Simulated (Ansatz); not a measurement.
# Stack of H-SnSn-H chair under honeycomb InSb, shifted by two thirds of the diagonal in a perpendicular field, part 2 of 4

What dipole does a perpendicular field induce in the stack of H-SnSn-H chair under honeycomb InSb, shifted by two thirds of the diagonal, and does the gap follow? A positive field points along +c.

Ansatz 0.2.0; plane-wave DFT, PBEsol-D3(BJ), Ansatz PAW (the session's first sound run).

So far. Step 2 (Relaxing the slab): The lattice constant a goes from 4.619 to 4.584 Å.

### Step 3. Atoms held, field 0, start network

A sawtooth potential applies the field, turning back in the middle of the vacuum. With the dipole correction the typed value is the field outside the slab. The induced dipole is small, so the SCF threshold is tight.

The cell differs from the one that the last finished run ended in (c 46.427 → 25.786 Å).

File input.yaml:

```yaml
crystal:
  lattice:
    - [4.5840233623, 0.0, 0.0]
    - [-2.2920116812, 3.9698806833, 0.0]
    - [0.0, 0.0, 25.7859476623]
  atoms:
    - { symbol: H, position: [0.6666666667, 0.3333333333, 0.349027312] }
    - { symbol: Sn, position: [0.6666666667, 0.3333333333, 0.4159823574] }
    - { symbol: Sn, position: [0.3333333333, 0.6666666667, 0.448764302] }
    - { symbol: H, position: [0.3333333333, 0.6666666667, 0.5162991152] }
    - { symbol: Sb, position: [0.3333333333, 0.6666666667, 0.620870377] }
    - { symbol: In, position: [0.0, 0.0, 0.650972688] }
kpoints:
  mp_grid: { grid: [12, 12, 1] }
  band_path:
    path: [[0, 0, 0], [0.5, 0, 0], [0.33333333, 0.33333333, 0], [0, 0, 0]]
    npoints: 16
hamiltonian:
  xc: pbesol
  dispersion: d3bj
scf:
  occupations: { method: fermi_dirac, width: 0.05 }
  convergence: { dr2_threshold: 1.0e-10 }
efield:
  axis: 3
  dipole_correction: true
  ramp_position: 0.97
  ramp_width: 0.06
  amplitude: 0
output:
  dos: { projected: true, e_range: [-6, 5] }
  bader: true
  write_potential: true
  write_density: true
  volumetric_format: npy
  elf: true
```

Started as:

```
$ ansatz run input.yaml --threads 4 --pin off --max-ram 6144MiB --backend cpu --events-out ev --progress --plain --runs-dir out
```

Numbers of over 12 decimals in the logs are rounded to 6 here.

The program printed:

```text
[...]
Crystal: 6 atoms, lattice volume = 469.253 Å³
Basis set: ecut = 420 eV, 9249 PW (Γ)
Bands: 35, of which v1, the nominal top of the filled ones, is band 29 counted from 1 (28 counted from 0)
Symmetry: 6 space group operations
[...]
k-points: 19 of 144 (time reversal used)
[...]
SCF iter   1: F=—  HF=-23863.432949 eV  |F-HF|=—  |Δ(HF+E_count)|=         —  Δρ=2.53e-3  dr2=4.20e-2  ethr=1.77e-3  p=0.042 e·Å  D=1.64e-2 V/Å  ΔV_dip=-0.42 eV  dr2_dipole=4.01e-3  V_vac-E_F(+/−)=4.33/4.75 eV  ⟨swp⟩=9.8  Hψ=3602  notcnv=0  defer=2
efield: sawtooth ramp at fractional position 0.9700 (set: `efield.ramp_position`, or a place that a band, a saddle search or an elastic batch's reference lends), width 0.0600; the density the first Hamiltonian is built on has a dipole p = 0.042 e·Å; the dipole correction subtracts the counter field D = 1.64e-2 V/Å, which shifts the + side's vacuum level by -0.42 eV against the − side's; the planar-averaged density in the ramp window peaks in size at 8.4e-6 e/Å³
[...]
SCF iter   2: F=—  HF=-23863.428295 eV  |F-HF|=—  |Δ(HF+E_count)|=   4.65e-3  Δρ=9.97e-4  dr2=1.74e-2  ethr=7.25e-5  p=0.090 e·Å  D=3.46e-2 V/Å  ΔV_dip=-0.89 eV  dr2_dipole=4.96e-3  V_vac-E_F(+/−)=3.89/4.78 eV  ⟨swp⟩=3.0  Hψ=1233  notcnv=0  defer=19
[...]
SCF iter  10: F=-23863.427515 eV  HF=-23863.427515 eV  |F-HF|=5.82e-11  |Δ(HF+E_count)|=   2.00e-9  Δρ=1.11e-7  dr2=6.82e-11  ethr=1.00e-12  p=0.068 e·Å  D=2.64e-2 V/Å  ΔV_dip=-0.68 eV  dr2_dipole=2.04e-13  V_vac-E_F(+/−)=3.95/4.63 eV  ⟨swp⟩=8.0  Hψ=2440  notcnv=0
SCF 1 converged in 10 iterations: F = -23863.427515 eV  dr2 = 6.82e-11
[...]
NSCF: frozen V_eff on 49 k-points
efield: sawtooth ramp at fractional position 0.9700 (kept from the solve that this one continues, or follows in the run), width 0.0600; the density the first Hamiltonian is built on has a dipole p = 0.068 e·Å; the dipole correction subtracts the counter field D = 2.64e-2 V/Å, which shifts the + side's vacuum level by -0.68 eV against the − side's; the planar-averaged density in the ramp window peaks in size at 6.3e-8 e/Å³
[...]
SCF converged after 10 iterations
Free energy (F): -23863.427515 eV
[...]
Internal energy: -23863.427378 eV  (E = F + TS)
E sigma→0 (E₀):  -23863.427446 eV
Entropy (-TS):   -0.000137 eV (-0.023 meV/atom)
Fermi energy:    -0.834885 eV
Dipole field:    D = 0.026373 V/Å  (p = 0.068393 e·Å, saw-weighted, corrected)
Work function:   Φ+ = 3.9459 eV   Φ− = 4.6260 eV
Levels:          The Fermi level and band energies are counted from a zero that moves with the ramp; work functions are not
[...]
--- Band table (eV; the first three rows and the last of 19) ---
  k-point 0: bands = [... 25 lower, -1.4632, -1.4632, -1.0820, -1.0820, -0.6321, -0.2620, 1.3627, 2.3877, ... 2 higher]
  k-point 1: bands = [... 25 lower, -2.0771, -1.8165, -1.5811, -1.2178, 0.0303, 0.4147, 1.3901, 2.2742, ... 2 higher]
  k-point 2: bands = [... 25 lower, -2.8863, -2.3462, -1.8623, -1.5303, 0.5510, 0.9083, 1.4214, 2.4479, ... 2 higher]
  k-point 18: bands = [... 25 lower, -4.0026, -3.8154, -3.7904, -1.3949, -0.2095, 2.4153, 2.7018, 2.8458, ... 2 higher]
--- Bader charges: 6 sites ---
  site symbol  charge [e]  shift [e]
     0      H     -0.2849     0.0027
     1     Sn      0.2820     0.0027
     2     Sn      0.2632     0.0024
     3      H     -0.2872     0.0024
     4     Sb     -0.3282     0.0004
     5     In      0.3551     0.0004
  estimated error of the sums over rays = 3.3e-4 e
```

Elapsed: 28 s, on 4 threads of Intel Xeon Platinum 8375C at 2.90GHz (Ice Lake), shared host; peak memory 1.1 GiB.

Numbers from this step:

| Quantity | Value |
| --- | --- |
| energy at zero smearing | -23863.4274 eV |
| dipole along the normal | 0.06839 e·Å |
| gap along the path | 0.4499 eV |
| smallest direct gap along the path | 0.4499 eV |
| step between the vacuum levels | -0.6800 eV |
| ionisation energy, upper face | 4.193 eV |
| electron affinity, upper face | 3.743 eV |
| ionisation energy, lower face | 4.873 eV |
| gap, the smaller of path and mesh | 0.4499 eV |

Running mean over a fixed 2.7 Å (it still follows the layers) of the planar mean; the ramp of the sawtooth is left out. Table of electron's electrostatic potential energy less the Fermi level by z:

```csv
z (Å),electron's electrostatic potential energy less the Fermi level (eV)
3.5,4.63
4.0,4.63
4.5,4.63
5.0,4.63
5.5,4.63
6.0,4.62
6.5,4.62
7.0,4.58
7.5,4.43
8.0,4.10
8.5,3.65
9.0,2.66
9.5,1.47
10.0,-0.0347
10.5,-1.01
11.0,-1.71
11.5,-1.48
12.0,-0.721
12.5,0.495
13.0,1.85
13.5,2.73
14.0,2.80
14.5,1.66
15.0,-0.230
15.5,-2.55
16.0,-4.15
16.5,-4.53
17.0,-3.68
17.5,-1.97
18.0,0.369
18.5,2.38
19.0,3.47
19.5,3.81
20.0,3.91
20.5,3.93
21.0,3.94
21.5,3.95
22.0,3.95
22.5,3.95
```

The density of states has structure finer than the step of the table below, so its rows give means over 0.25 eV, whole bins alone (the curve runs from -6 to 2.19 eV). Peaks (eV: height): -5.750: 6.16, -3.350: 7.19, -2.970: 22.3, -1.530: 6.69, -1.180: 4.29, 1.580: 3.87.

Density of states against energy, zero at the Fermi level of the run, which the smearing sets inside the gap; means over each step:

```
energy (eV)  density of states (states/eV a cell)
      -5.75                                  3.04
      -5.50                                  1.37
      -5.25                                 0.880
      -5.00                                 0.650
      -4.75                                 0.567
      -4.50                                 0.488
      -4.25                                 0.442
      -4.00                                 0.437
      -3.75                                 0.465
      -3.50                                  3.66
      -3.25                                  2.90
      -3.00                                  6.88
      -2.75                                  3.47
      -2.50                                  2.49
      -2.25                                  2.40
      -2.00                                  2.62
      -1.75                                  3.05
      -1.50                                  3.62
      -1.25                                  3.78
      -1.00                                  3.69
      -0.75                                  2.24
      -0.50                                 0.630
      -0.25                                 0.158
       0.00                                     0
       0.25                                0.0113
       0.50                                0.0678
       0.75                                  2.44
       1.00                                  1.79
       1.25                                  1.78
       1.50                                  2.90
       1.75                                  2.10
       2.00                                  2.44
```

Projected DOS per atom over height of the atomic layer and energy from the Fermi level. Layers: H Sn Sn H Sb In from below.

Values in states/eV, 22 rows by 6 columns, each cell a mean:
```
0.02 0.57 0.61 0.01 0.29 0.75
0.02 0.63 0.67 0.01 0.45 0.46
0.02 0.15 0.17 0.01 0.80 0.79
0.01 0.06 0.08 0.00 0.79 1.35
0.00 0.01 0.01 0.00 0.17 0.34
0.00 0.00 0.00 0.00 0.00 0.00
0.00 0.08 0.08 0.00 0.00 0.00
0.00 0.26 0.30 0.01 0.57 0.14
0.02 0.47 0.58 0.04 1.67 0.71
0.04 0.57 0.66 0.07 1.37 0.78
0.03 0.75 0.76 0.04 1.06 0.62
0.05 0.58 0.54 0.02 0.79 0.47
0.19 0.64 0.54 0.10 0.60 0.41
1.24 1.62 1.03 0.49 0.69 0.37
0.18 0.70 1.00 0.62 0.39 0.17
0.12 0.45 0.62 0.41 0.34 0.24
0.01 0.01 0.01 0.01 0.20 0.20
0.00 0.01 0.01 0.00 0.21 0.22
0.00 0.00 0.00 0.00 0.26 0.28
0.00 0.00 0.00 0.00 0.33 0.37
0.00 0.00 0.00 0.00 0.55 0.70
0.19 0.36 0.36 0.24 0.52 0.70
```
Columns: height of the atomic layer (Å) from 9 to 16.8 (not evenly spaced); rows upwards: energy from the Fermi level (eV) from -5.96 to 2.14.

Electronic bands along the path, in eV, zero at the Fermi level of the run, which the smearing sets inside the gap:

| point | band 26 | band 27 | band 28 | band 29 | band 30 | band 31 | band 32 | band 33 |
| --- | --- | --- | --- | --- | --- | --- | --- | --- |
| Γ | -0.63 | -0.63 | -0.25 | -0.25 | 0.20 | 0.57 | 2.20 | 3.22 |
| halfway | -2.69 | -1.52 | -1.35 | -1.04 | 1.34 | 1.66 | 2.16 | 3.53 |
| M | -2.97 | -1.86 | -1.57 | -1.03 | 0.62 | 1.37 | 1.71 | 3.16 |
| halfway | -3.00 | -2.64 | -2.35 | -0.77 | 0.71 | 2.66 | 2.89 | 3.26 |
| K | -3.17 | -2.98 | -2.96 | -0.56 | 0.63 | 3.25 | 3.54 | 3.68 |
| halfway | -2.79 | -1.87 | -1.65 | -1.35 | 1.55 | 2.78 | 2.82 | 3.07 |
| Γ | -0.63 | -0.63 | -0.25 | -0.25 | 0.20 | 0.57 | 2.20 | 3.22 |

Valence density in the ca plane at fractional y = 0.667, with atoms of Sn and H and Sb within 0.2 Å of it. It is the smooth field of the valence electrons, not physical close to the nuclei.

Values in e/Å³, 7 rows by 16 columns, each cell a mean:
```
 0  0  0  0  0  0  0  0  0  0  0  0  0  0  0  0
 0  0  0  0  0  0  0  0  0  0  0  0  0  0  0  0
 0  0  0  0  0  0  0  0  0  0  0  0  0  0  0  0
 0  0  1  2  0  0  0  2  1  0  0  0  0  0  0  0
 0  0  2  9  1  0  0 11  2  0  0  0  0  0  0  0
 0  0  1  3  0  0  0  3  1  0  0  0  0  0  0  0
 0  0  0  0  0  0  0  0  0  0  0  0  0  0  0  0
```
Columns run along c (16.0 Å, from fractional 0.33 to 0.95 of the cell), rows up along a (4.6 Å). Atoms in or near the plane, at fractional coordinates: Sn at (0.45, 0.33), H at (0.52, 0.33), Sb at (0.62, 0.33).

Electrostatic potential energy in the ca plane at fractional y = 0.667, with atoms of Sn and H and Sb within 0.2 Å of it. With pseudopotentials it is smooth inside the atoms' cores, unlike the true potential.

Values in eV, 7 rows by 16 columns, each cell a mean:
```
  4   4   4   4   4   4   4   3  -1  -1   2   3   3   2   0  -1
  4   4   4   4   4   4   4   3  -1  -1   2   3   3   2   0   0
  4   4   4   4   4   4   4   3   1  -3  -1   3   3   0  -4   1
  4   4   4   4   4   4   4   3  -1 -12 -11  -1   2 -12 -23  -4
  4   4   4   4   4   4   4   3  -4  -3  -8 -19   0 -18 -26  -9
  4   4   4   4   4   4   4   3  -1 -12 -11  -2   2 -12 -23  -4
  4   4   4   4   4   4   4   3   1  -4  -2   3   3   0  -5   0
```
Columns run along c (16.0 Å, from fractional 0.07 to 0.69 of the cell; values clipped at the 3rd and 97th percentile), rows up along a (4.6 Å). Atoms in or near the plane, at fractional coordinates: Sn at (0.45, 0.33), H at (0.52, 0.33), Sb at (0.62, 0.33).

ELF in the ca plane at fractional y = 0.667, with atoms of Sn and H and Sb within 0.2 Å of it. It is the smooth field of the valence electrons, not physical close to the nuclei.

Values in units of 1e-1, 7 rows by 16 columns, each cell a mean:
```
4.4 2.6 4.2 3.8 0.6 0.1 1.0 2.7 3.2 3.0 1.1 0.1 0.0 0.0 0.0 0.0
4.5 2.6 4.1 3.8 0.6 0.1 1.0 2.7 3.2 3.0 1.1 0.1 0.0 0.0 0.0 0.0
1.1 2.1 5.3 4.1 2.9 1.4 3.9 5.2 5.2 3.8 1.2 0.1 0.0 0.0 0.0 0.0
0.1 2.3 3.5 2.2 6.6 5.9 4.8 2.7 3.9 4.5 1.6 0.2 0.0 0.0 0.0 0.0
0.1 2.5 2.4 0.4 7.2 7.5 4.5 0.5 2.4 4.5 1.8 0.3 0.0 0.0 0.0 0.0
0.1 2.3 3.4 2.1 6.6 6.0 4.8 2.6 3.8 4.5 1.6 0.2 0.0 0.0 0.0 0.0
0.8 2.1 5.3 4.1 3.0 1.6 4.0 5.3 5.2 3.8 1.2 0.1 0.0 0.0 0.0 0.0
```
Columns run along c (16.0 Å, from fractional 0.33 to 0.95 of the cell), rows up along a (4.6 Å). Atoms in or near the plane, at fractional coordinates: Sn at (0.45, 0.33), H at (0.52, 0.33), Sb at (0.62, 0.33).

The gap is 0.45 eV, with the valence edge 4.19 eV and the conduction edge 3.74 eV under the upper vacuum level. Spin-orbit coupling, left out in this run, matters for the bands of elements this heavy.

### Step 4. Atoms held, field 0.05 V/Å

input.yaml, as its differences from that of step 3:

```diff
@@ -28,6 +28,4 @@
   ramp_width: 0.06
-  amplitude: 0
+  amplitude: 0.05
 output:
-  dos: { projected: true, e_range: [-6, 5] }
-  bader: true
   write_potential: true
@@ -35,2 +33 @@
   volumetric_format: npy
-  elf: true
```

The program printed:

```text
[...]
Crystal: 6 atoms, lattice volume = 469.253 Å³
Basis set: ecut = 420 eV, 9249 PW (Γ)
Bands: 35, of which v1, the nominal top of the filled ones, is band 29 counted from 1 (28 counted from 0)
Symmetry: 6 space group operations
[...]
k-points: 19 of 144 (time reversal used)
[...]
k-point 0: bands = [... 25 lower, -1.4129, -1.4129, -1.0781, -1.0781, -0.5958, -0.2463, 1.4230, 2.3912, ... 2 higher]
  k-point 1: bands = [... 25 lower, -2.0396, -1.8015, -1.5308, -1.2138, 0.0743, 0.4235, 1.4493, 2.2758, ... 2 higher]
  k-point 2: bands = [... 25 lower, -2.8810, -2.3053, -1.8121, -1.5262, 0.5966, 0.9163, 1.4774, 2.4530, ... 2 higher]
  k-point 18: bands = [... 25 lower, -3.9556, -3.8171, -3.7871, -1.3499, -0.1529, 2.4345, 2.7044, 2.8522, ... 2 higher]
[key lines of the parts left out:]
SCF converged after 13 iterations
Free energy (F): -23863.431973 eV
Fermi energy:    -0.814706 eV
Dipole field:    D = 0.042390 V/Å  (p = 0.109927 e·Å, saw-weighted, corrected)
```

Elapsed: 14 s, on 4 threads; peak memory 1 GiB; 54 s of CPU time.

The dipole is 0.110 e·Å, 0.0415 e·Å from its value without field, and the gap 0.482 eV.

### Step 5. Atoms held, field -0.05 V/Å

input.yaml, as its differences from that of step 4:

```diff
@@ -28,3 +28,3 @@
   ramp_width: 0.06
-  amplitude: 0.05
+  amplitude: -0.05
 output:
```

The program printed:

```text
[...]
Crystal: 6 atoms, lattice volume = 469.253 Å³
Basis set: ecut = 420 eV, 9249 PW (Γ)
Bands: 35, of which v1, the nominal top of the filled ones, is band 29 counted from 1 (28 counted from 0)
Symmetry: 6 space group operations
[...]
k-points: 19 of 144 (time reversal used)
[...]
k-point 0: bands = [... 25 lower, -1.5137, -1.5137, -1.0863, -1.0863, -0.6708, -0.2760, 1.2990, 2.3836, ... 2 higher]
  k-point 1: bands = [... 25 lower, -2.1174, -1.8292, -1.6316, -1.2222, -0.0149, 0.4063, 1.3278, 2.2707, ... 2 higher]
  k-point 2: bands = [... 25 lower, -2.8922, -2.3866, -1.9127, -1.5347, 0.5044, 0.9002, 1.3636, 2.4358, ... 2 higher]
  k-point 18: bands = [... 25 lower, -4.0516, -3.8125, -3.7942, -1.4401, -0.2663, 2.3937, 2.6983, 2.8383, ... 2 higher]
[key lines of the parts left out:]
SCF converged after 12 iterations
Free energy (F): -23863.425134 eV
Fermi energy:    -0.856339 eV
Dipole field:    D = 0.010335 V/Å  (p = 0.026802 e·Å, saw-weighted, corrected)
```

The job ended after 14 s (4 threads; peak memory 1 GiB).

The dipole is 0.0268 e·Å, -0.0416 e·Å from its value without field, and the gap 0.415 eV.

### Step 6. Atoms held, field 0.1 V/Å

input.yaml, as its differences from that of step 5:

```diff
@@ -26,5 +26,5 @@
   dipole_correction: true
-  ramp_position: 0.97
-  ramp_width: 0.06
-  amplitude: -0.05
+  ramp_position: 0.9659
+  ramp_width: 0.1113
+  amplitude: 0.1
 output:
```

The program printed:

```text
[...]
Crystal: 6 atoms, lattice volume = 469.253 Å³
Basis set: ecut = 420 eV, 9249 PW (Γ)
Bands: 35, of which v1, the nominal top of the filled ones, is band 29 counted from 1 (28 counted from 0)
Symmetry: 6 space group operations
[...]
k-points: 19 of 144 (time reversal used)
[...]
k-point 0: bands = [... 25 lower, -1.3861, -1.3861, -1.0975, -1.0975, -0.5854, -0.2517, 1.4568, 2.3711, ... 2 higher]
  k-point 1: bands = [... 25 lower, -2.0290, -1.8065, -1.5042, -1.2332, 0.0935, 0.4100, 1.4824, 2.2525, ... 2 higher]
  k-point 2: bands = [... 25 lower, -2.8994, -2.2871, -1.7856, -1.5454, 0.6174, 0.9017, 1.5083, 2.4298, ... 2 higher]
  k-point 18: bands = [... 25 lower, -3.9364, -3.8379, -3.8073, -1.3283, -0.1198, 2.4283, 2.6833, 2.8344, ... 2 higher]
[key lines of the parts left out:]
SCF converged after 13 iterations
Free energy (F): -23863.438506 eV
Fermi energy:    -0.819030 eV
Dipole field:    D = 0.058386 V/Å  (p = 0.151410 e·Å, saw-weighted, corrected)
```

The job ended after 14 s (4 threads; peak memory 1 GiB).

The dipole is 0.151 e·Å, 0.0830 e·Å from its value without field, and the gap 0.512 eV.

### Step 7. Single point, field 0.2 V/Å

input.yaml, as its differences from that of step 6:

```diff
@@ -28,3 +28,3 @@
   ramp_width: 0.1113
-  amplitude: 0.1
+  amplitude: 0.2
 output:
```

The program printed:

```text
[...]
Crystal: 6 atoms, lattice volume = 469.253 Å³
Basis set: ecut = 420 eV, 9249 PW (Γ)
Bands: 35, of which v1, the nominal top of the filled ones, is band 29 counted from 1 (28 counted from 0)
Symmetry: 6 space group operations
[...]
k-points: 19 of 144 (time reversal used)
[...]
k-point 0: bands = [... 25 lower, -1.3260, -1.3260, -1.1283, -1.1283, -0.5661, -0.2463, 1.5220, 2.3383, ... 2 higher]
  k-point 1: bands = [... 25 lower, -2.0137, -1.7953, -1.4444, -1.2636, 0.1332, 0.3961, 1.5473, 2.2083, ... 2 higher]
  k-point 2: bands = [... 25 lower, -2.9290, -2.2414, -1.7267, -1.5749, 0.6605, 0.8850, 1.5726, 2.3764, ... 2 higher]
  k-point 18: bands = [... 25 lower, -3.9312, -3.8403, -3.8313, -1.2774, -0.0460, 2.4180, 2.6472, 2.8047, ... 2 higher]
[key lines of the parts left out:]
SCF converged after 13 iterations
Free energy (F): -23863.457792 eV
Fermi energy:    -0.822931 eV
Dipole field:    D = 0.090350 V/Å  (p = 0.234300 e·Å, saw-weighted, corrected)
```

The job ended after 14 s (4 threads; peak memory 1 GiB).

The dipole is 0.234 e·Å, 0.166 e·Å from its value without field, and the gap 0.562 eV.

### Step 8. Atoms held, field 0.3 V/Å

input.yaml, as its differences from that of step 7:

```diff
@@ -26,6 +26,8 @@
   dipole_correction: true
-  ramp_position: 0.9659
-  ramp_width: 0.1113
-  amplitude: 0.2
+  ramp_position: 0.9631
+  ramp_width: 0.1169
+  amplitude: 0.3
 output:
+  dos: { projected: true, e_range: [-6, 5] }
+  bader: true
   write_potential: true
@@ -33 +35,2 @@
   volumetric_format: npy
+  elf: true
```

The program printed:

```text
[...]
Crystal: 6 atoms, lattice volume = 469.253 Å³
Basis set: ecut = 420 eV, 9249 PW (Γ)
Bands: 35, of which v1, the nominal top of the filled ones, is band 29 counted from 1 (28 counted from 0)
Symmetry: 6 space group operations
[...]
k-points: 19 of 144 (time reversal used)
[...]
k-point 18: bands = [... 25 lower, -3.9712, -3.8745, -3.7821, -1.2279, 0.0261, 2.3998, 2.6086, 2.7715, ... 2 higher]
--- Bader charges: 6 sites ---
  site symbol  charge [e]  shift [e]
     0      H     -0.3050     0.0027
     1     Sn      0.2760     0.0027
     2     Sn      0.2634     0.0024
     3      H     -0.2755     0.0024
     4     Sb     -0.3382     0.0004
     5     In      0.3793     0.0004
  estimated error of the sums over rays = 3.3e-4 e
[key lines of the parts left out:]
SCF converged after 13 iterations
Free energy (F): -23863.485364 eV
Fermi energy:    -0.827271 eV
Dipole field:    D = 0.122301 V/Å  (p = 0.317159 e·Å, saw-weighted, corrected)
```

It took 29 s on 4 threads; peak memory 1.1 GiB; 1.9 min of CPU time.

The dipole is 0.317 e·Å, 0.249 e·Å from its value without field, and the gap 0.596 eV.

(Continued in part 3 of 4.)

[Logs are printed without paths, hosts, clocks, repeated set-up lines and the standing remarks that a program may print on its own settings, such as how far it seeks lower states.]

[Hosts, paths, dates, database ids (printed as entryN), source tags and the programs' standing remarks are cut or masked in the printed files.]

[Maps of the electrostatic potential energy from Ansatz leave out the sawtooth potential of an applied field or a dipole correction, so their vacuum need not be flat; planar profiles and work functions include it.]

[The density of states shown here was stored with 400 of the rows of the run's finer table, so its peaks can read low, often by over a quarter, or be missed, and its means over a window can be off by a tenth or more.]
